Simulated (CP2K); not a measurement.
GaAs:

```
Ga As
1.0
     3.81256    0.00000    0.00000
     1.90628    3.30178    0.00000
     1.90628    1.10059    3.11295
Ga As
1 1
Direct
  0.00000 0.00000 0.00000
  0.50000 0.50000 0.50000
```

The cell was built by a generator and needn't be a form met in nature.

Base run:

- Program: CP2K 2026.2
- Functional: LDA
- Potentials or basis: POTENTIAL_UZH Ga GTH-PBE-q13, As GTH-PBE-q5; TZVP-MOLOPT-PBE-GTH basis
- Density cutoff: 9184 eV
- k mesh: 9 × 9 × 9
- Occupations: fermi-dirac, width 0.05 eV
- Spin: no spin polarisation

Its results: band gap on the k mesh none (metal or under the smearing width); pressure -2.9 GPa.

After a change of settings the same cell gave: band gap on the k mesh none (metal or under the smearing width); pressure 1.9 GPa. Which change was it?
A. functional from LDA to PW91
B. functional from LDA to MS2
C. functional from LDA to RPBE
D. functional from LDA to PBEsol

C.

RPBE binds less tightly than LDA, so the same cell stands under more pressure.

Caveats: the potentials were made for another functional, which shifts forces and pressure; the basis of atomic orbitals isn't converged, which shifts pressures, moduli and gaps.

Runs at the PBE level aren't shown here.
